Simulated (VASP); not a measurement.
# TaN (Fm-3m) in VASP: single point with PBEsol

Aim: the single point of TaN with PBEsol.

All numbers are computed with VASP 6.6.1; they aren't measurements. Logs are shortened: lines on timing, memory, paths and dates and some standing lists are left out, and cuts for length are marked.

### Step 1. The crystal as given

Symmetry: Fm-3m, No. 225, cubic system. The conventional cell has a = 4.380 Å, b = 4.380 Å, c = 4.380 Å, α = 90.00°, β = 90.00°, γ = 90.00°. Ta (site symmetry m-3m) has 6 N at 2.19 Å as nearest neighbours. N (site symmetry m-3m) has 6 Ta at 2.19 Å as nearest neighbours.

The cell comes from a database or a generator and needn't be the stable form of this composition.

### Step 2. Single point, PBEsol, non-collinear spin, zero start, spin-orbit coupling

INCAR

```
  PREC = Accurate
  ENCUT = 520
  EDIFF = 1E-6
  ISMEAR = 0
  SIGMA = 0.1
  LREAL = F
  LASPH = T
  NELM = 60
  ALGO = Normal
  ISIF = 2
  LWAVE = F
  LCHARG = F
  MAGMOM = 0 0 0 0 0 0
  LORBIT = 11
  LSORBIT = T
  GGA_COMPAT = F
  LMAXMIX = 4
  GGA = PS
```

KPOINTS

```
Automatic mesh
0
Gamma
  16 16 16
```

POSCAR

```
TaN
1.0
    0.0000000000      2.1897500000      2.1897500000
    2.1897500000      0.0000000000      2.1897500000
    2.1897500000      2.1897500000      0.0000000000
Ta N
1 1
Direct
    0.5000000000      0.5000000000      0.5000000000
    1.0000000000      0.0000000000      0.0000000000
```

Potentials or basis: VASP PAW PBE potentials, release 64 (Ta_pv, N).

The run is started by

```sh
$ cat potpaw_PBE.64/Ta_pv/POTCAR potpaw_PBE.64/N/POTCAR > POTCAR
$ mpirun -np 1 vasp_ncl > vasp.out
```

OUTCAR:

```text
PREC = Accurate
   ENCUT = 520
   EDIFF = 1E-6
   ISMEAR = 0
   LREAL = F
   LASPH = T
   NELM = 60
   ISIF = 2
   LORBIT = 11
   LSORBIT = T
   GGA = PS

 ion  position               nearest neighbor table
   1  0.500  0.500  0.500-   2 2.19   2 2.19   2 2.19   2 2.19   2 2.19   2 2.19
   2  0.000  0.000  0.000-   1 2.19   1 2.19   1 2.19   1 2.19   1 2.19   1 2.19

  LATTYP: Found a face centered cubic cell.
 ALAT       =     4.3795000000

  Lattice vectors:

 A1 = (   0.0000000000,   2.1897500000,   2.1897500000)
 A2 = (   2.1897500000,   0.0000000000,   2.1897500000)
 A3 = (   2.1897500000,   2.1897500000,   0.0000000000)

Analysis of symmetry for initial positions (statically):
=====================================================================
 Subroutine PRICEL returns:
 Original cell was already a primitive cell.

 Routine SETGRP: Setting up the symmetry group for a
 face centered cubic supercell.

 Subroutine GETGRP returns: Found 48 space group operations
 (whereof 48 operations were pure point group operations)
 out of a pool of 48 trial point group operations.

The static configuration has the point symmetry O_h .

Analysis of symmetry for dynamics (positions and initial velocities):
=====================================================================
 Subroutine PRICEL returns:
 Original cell was already a primitive cell.

 Routine SETGRP: Setting up the symmetry group for a
 face centered cubic supercell.

 Subroutine GETGRP returns: Found 48 space group operations
 (whereof 48 operations were pure point group operations)
 out of a pool of 48 trial point group operations.

The dynamic configuration has the point symmetry O_h .

Analysis of structural, dynamic, and magnetic symmetry:
=====================================================================
 Subroutine PRICEL returns:
 Original cell was already a primitive cell.

 Routine SETGRP: Setting up the symmetry group for a
 face centered cubic supercell.

 Subroutine GETGRP returns: Found 48 space group operations
 (whereof 48 operations were pure point group operations)
 out of a pool of 48 trial point group operations.

The overall configuration has the point symmetry O_h .

 Subroutine INISYM returns: Found 48 space group operations
 (whereof 48 operations are pure point group operations),
 and found     1 'primitive' translations

----------------------------------------------------------------------------------------

                                     Primitive cell

  volume of cell :      20.9997

  direct lattice vectors                    reciprocal lattice vectors
     0.000000000  2.189750000  2.189750000    -0.228336568  0.228336568  0.228336568
     2.189750000  0.000000000  2.189750000     0.228336568 -0.228336568  0.228336568
     2.189750000  2.189750000  0.000000000     0.228336568  0.228336568 -0.228336568

  length of vectors
     3.096774148  3.096774148  3.096774148     0.395490537  0.395490537  0.395490537

  position of ions in fractional coordinates (direct lattice)
     0.500000000  0.500000000  0.500000000
     0.000000000  0.000000000  0.000000000

  ion indices of the primitive-cell ions
   primitive index   ion index
                 1           1
                 2           2

----------------------------------------------------------------------------------------

 KPOINTS: Automatic mesh

Automatic generation of k-mesh.
 Grid dimensions read from file:
 generate k-points for:   16   16   16

 Generating k-lattice:

  Cartesian coordinates                     Fractional coordinates (reciprocal lattice)
    -0.014271036  0.014271036  0.014271036     0.062500000  0.000000000  0.000000000
     0.014271036 -0.014271036  0.014271036     0.000000000  0.062500000  0.000000000
     0.014271036  0.014271036 -0.014271036     0.000000000  0.000000000  0.062500000

  Length of vectors
     0.024718159  0.024718159  0.024718159

  Shift w.r.t. Gamma in fractional coordinates (k-lattice)
     0.000000000  0.000000000  0.000000000

 Subroutine IBZKPT returns following result:
 ===========================================

 Found    145 irreducible k-points:

 Following reciprocal coordinates:
            Coordinates               Weight
  0.000000  0.000000  0.000000      1.000000
  0.062500  0.000000  0.000000      8.000000
  0.125000  0.000000  0.000000      8.000000
  0.187500  0.000000  0.000000      8.000000
  0.250000  0.000000  0.000000      8.000000
  0.312500  0.000000  0.000000      8.000000
[... 16 lines left out ...]
 -0.125000  0.062500  0.000000     24.000000
 -0.062500  0.062500  0.000000     12.000000
 [... further k-points ...]
   k-points           NKPTS =    145   k-points in BZ     NKDIM =    145   number of bands    NBANDS=     24
   number of dos      NEDOS =    301   number of ions     NIONS =      2
   total plane-waves  NPLWV =  13824
   dimension x,y,z NGX =    24 NGY =   24 NGZ =   24
   dimension x,y,z NGXF=    48 NGYF=   48 NGZF=   48
   ions per type =               1   1
   NGX,Y,Z   is equivalent  to a cutoff of  12.88, 12.88, 12.88 a.u.
   NGXF,Y,Z  is equivalent  to a cutoff of  25.77, 25.77, 25.77 a.u.
 SYSTEM =  unknown system
   PREC   = accura    normal or accurate (medium, high low for compatibility)
   ISTART =      0    job   : 0-new  1-cont  2-samecut
   ICHARG =      2    charge: 1-file 2-atom 10-const
   ISPIN  =      1    spin polarized calculation?
   LNONCOLLINEAR =      T non collinear calculations
   LSORBIT =      T    spin-orbit coupling
   LASPH  =      T    aspherical Exc in radial PAW
   ENCUT  =  520.0 eV  38.22 Ry    6.18 a.u.   5.76  5.76  5.76*2*pi/ulx,y,z
   NELM   =     60;   NELMIN=  2; NELMDL= -5     # of ELM steps
   EDIFF  = 0.1E-05   stopping-criterion for ELM
   LREAL  =      F    real-space projection
   EDIFFG = 0.1E-04   stopping-criterion for IOM
   NSW    =      0    number of steps for IOM
   IBRION =     -1    ionic relax: 0-MD 1-quasi-New 2-CG
   NFREE  =      0    steps in history (QN), initial steepest desc. (CG)
   ISIF   =      2    stress and relaxation
   ISYM   =      2    0-nonsym 1-usesym 2-fastsym
   POTIM  = 0.5000    time-step for ionic-motion
   TEBEG  =    0.0;   TEEND  =   0.0 temperature during run
   PSTRESS=    0.0 pullay stress
   NELECT =      16.0000    total number of electrons
   NUPDOWN=      -1.0000    fix difference up-down
   EMIN   =  10.00;   EMAX   =-10.00  energy-range for DOS
   EFERMI =   0.00;   METHOD = LEGACY
   ISMEAR =     0;   SIGMA  =   0.10  broadening in eV -4-tet -1-fermi 0-gaus
   EFERMI_NEDOS =   21; number of points for ismear=-14 and -15
   IALGO  =     38    algorithm
   IMIX   =      4    mixing-type and parameters
     AMIX     =   0.40;   BMIX     =  1.00
     AMIX_MAG =   1.60;   BMIX_MAG =  1.00
  volume/ion in A,a.u.               =      10.50        70.86
  Fermi-wavevector in a.u.,A,eV,Ry     =   1.495238  2.825590 30.419039  2.235736
  Thomas-Fermi vector in A             =   2.607408
   LORBIT       =     11    0 simple, 1 ext, 2 COOP (PROOUT), +10 PAW based schemes
   GGA     = PS    functional components
   LHFCALC =     F    Hartree Fock is set to
   AEXX    =    0.0000 exact exchange contribution
   IVDW    =     0    specifies the selected vdW correction
   LEPSILON=     F    determine dielectric tensor
   LRPA    =     F    only Hartree local field effects (RPA)
 Gauss-broadening in eV      SIGMA  =   0.10
  energy-cutoff  :      520.00
  volume of cell :       21.00
 maximum number of plane-waves:      1176
   NGX = 11   NGY = 11   NGZ = 11

 number of electron      16.0000000 magnetization       0.0000000      0.0000000      0.0000000

 number of electron      16.0000001 magnetization      -0.0000000      0.0000000     -0.0000000

 number of electron      16.0000001 magnetization       0.0000000     -0.0000000      0.0000000

 Free energy of the ion-electron system (eV)
  ---------------------------------------------------
  ext. energy  EPLUGINS =         0.00000000
  ---------------------------------------------------
  free energy    TOTEN  =       -23.88303432 eV

  energy without entropy =      -23.87716645  energy(sigma->0) =      -23.88010039

 E-fermi :   9.4835     XC(G=0): -13.6594

 val. band max:        9.4719509364   @ k =  -0.3125   0.3125   0.1250
 cond. band min:       9.4843349621   @ k =  -0.3125   0.3125   0.0625
 fundamental gap:      0.0123840258
 Fermi energy:         9.4834722953

 k-point     1 :       0.0000    0.0000    0.0000
  band No.  band energies     occupation
      1     -31.5573      1.00000
      2     -31.5573      1.00000
      3     -23.6565      1.00000
      4     -23.6565      1.00000
      5     -23.6565      1.00000
      6     -23.6565      1.00000
[... 16 lines left out ...]
     23       9.5728      0.10319
     24       9.5728      0.10319
[... 598 lines left out ...]
      2     -31.5790      1.00000
      3     -23.7428      1.00000
      4     -23.7428      1.00000
      5     -23.6716      1.00000
      6     -23.6716      1.00000
[... 16 lines left out ...]
     23      10.8814      0.00000
     24      10.8814      0.00000

 [... further k-points ...]

------------------------ aborting loop because EDIFF is reached ----------------------------------------

  FORCE on cell =-STRESS in cart. coord.  units (eV):
  Direction    XX          YY          ZZ          XY          YZ          ZX
  --------------------------------------------------------------------------------------
  -------------------------------------------------------------------------------------
  Total        0.0992065      0.0992065      0.0992065      0.0000000     -0.0000000     -0.0000000
  in kB        7.5689725      7.5689725      7.5689725      0.0000000     -0.0000000     -0.0000000
  external PRESSURE =       7.5689725 kB  Pullay stress =       0.0000000 kB

 VOLUME and BASIS-vectors are now :
 -----------------------------------------------------------------------------
  energy-cutoff  :      520.00
  volume of cell :       21.00
      direct lattice vectors                 reciprocal lattice vectors
     0.000000000  2.189750000  2.189750000    -0.228336568  0.228336568  0.228336568
     2.189750000  0.000000000  2.189750000     0.228336568 -0.228336568  0.228336568
     2.189750000  2.189750000  0.000000000     0.228336568  0.228336568 -0.228336568

 POSITION                                       TOTAL-FORCE (eV/Angst)
 -----------------------------------------------------------------------------------
      2.18975      2.18975      2.18975         0.000000      0.000000     -0.000000
      0.00000      0.00000      0.00000        -0.000000     -0.000000      0.000000
 -----------------------------------------------------------------------------------
    total drift:                               -0.000000     -0.000000     -0.000000

  FREE ENERGIE OF THE ION-ELECTRON SYSTEM (eV)
  ---------------------------------------------------
  free  energy   TOTEN  =       -23.8830343226 eV

  energy  without entropy=      -23.8771664477  energy(sigma->0) =      -23.88010039

 Spin-Orbit-Coupling matrix elements

 Ion:    1  E_soc:     -1.3283083
 l=   1
     0.0000000    -0.2035152    -0.2035152
    -0.2035152     0.0000000    -0.2035152
    -0.2035152    -0.2035152     0.0000000
 l=   2
     0.0000000    -0.0053308     0.0000000    -0.0053308    -0.0125387
    -0.0053308     0.0000000    -0.0094040    -0.0053308    -0.0031347
     0.0000000    -0.0094040     0.0000000    -0.0094040     0.0000000
    -0.0053308    -0.0053308    -0.0094040     0.0000000    -0.0031347
    -0.0125387    -0.0031347     0.0000000    -0.0031347     0.0000000
 l=   3
     0.0000000     0.0000000     0.0000000     0.0000000     0.0000000     0.0000000     0.0000000
     0.0000000     0.0000000     0.0000000     0.0000000     0.0000000     0.0000000     0.0000000
     0.0000000     0.0000000     0.0000000     0.0000000     0.0000000     0.0000000     0.0000000
     0.0000000     0.0000000     0.0000000     0.0000000     0.0000000     0.0000000     0.0000000
     0.0000000     0.0000000     0.0000000     0.0000000     0.0000000     0.0000000     0.0000000
     0.0000000     0.0000000     0.0000000     0.0000000     0.0000000     0.0000000     0.0000000
     0.0000000     0.0000000     0.0000000     0.0000000     0.0000000     0.0000000     0.0000000

 Ion:    2  E_soc:     -0.0004481
 l=   1
     0.0000000    -0.0000747    -0.0000747
    -0.0000747     0.0000000    -0.0000747
    -0.0000747    -0.0000747     0.0000000
 l=   2
     0.0000000     0.0000000     0.0000000     0.0000000     0.0000000
     0.0000000     0.0000000     0.0000000     0.0000000     0.0000000
     0.0000000     0.0000000     0.0000000     0.0000000     0.0000000
     0.0000000     0.0000000     0.0000000     0.0000000     0.0000000
     0.0000000     0.0000000     0.0000000     0.0000000     0.0000000
 l=   3
     0.0000000     0.0000000     0.0000000     0.0000000     0.0000000     0.0000000     0.0000000
     0.0000000     0.0000000     0.0000000     0.0000000     0.0000000     0.0000000     0.0000000
     0.0000000     0.0000000     0.0000000     0.0000000     0.0000000     0.0000000     0.0000000
     0.0000000     0.0000000     0.0000000     0.0000000     0.0000000     0.0000000     0.0000000
     0.0000000     0.0000000     0.0000000     0.0000000     0.0000000     0.0000000     0.0000000
     0.0000000     0.0000000     0.0000000     0.0000000     0.0000000     0.0000000     0.0000000
     0.0000000     0.0000000     0.0000000     0.0000000     0.0000000     0.0000000     0.0000000

 total charge

# of ion       s       p       d       tot
------------------------------------------
    1        0.277   6.231   2.483   8.991
    2        1.223   2.535   0.000   3.758
--------------------------------------------------
tot          1.500   8.766   2.483  12.749

 magnetization (x)

# of ion       s       p       d       tot
------------------------------------------
    1        0.000  -0.000   0.000  -0.000
    2        0.000  -0.000   0.000   0.000
--------------------------------------------------
tot          0.000  -0.000   0.000   0.000

 magnetization (y)

# of ion       s       p       d       tot
------------------------------------------
    1        0.000  -0.000  -0.000  -0.000
    2        0.000   0.000   0.000   0.000
--------------------------------------------------
tot          0.000  -0.000  -0.000  -0.000

 magnetization (z)

# of ion       s       p       d       tot
------------------------------------------
    1        0.000   0.000   0.000   0.000
    2       -0.000  -0.000   0.000  -0.000
--------------------------------------------------
tot          0.000  -0.000   0.000  -0.000
```

Run time: 2 min. Hardware: 1 thread of Intel Xeon Platinum 8259CL at 2.50GHz (Skylake/Cascade Lake), shared host; peak memory 0.28 GiB.

What came out:

* Free energy: -23.8830 eV
* Pressure: 0.8 GPa
* Net moment: 0.00 μB per cell
* Valence electrons inside the program's atomic spheres: Ta 8.99; N 3.76

Moments on the atoms (μB; x, y, z):
```
Ta  0.00 0.00 0.00
N   0.00 0.00 0.00
```

Caveat: the PAW data sets were made with another functional, which shifts forces and pressure a little.
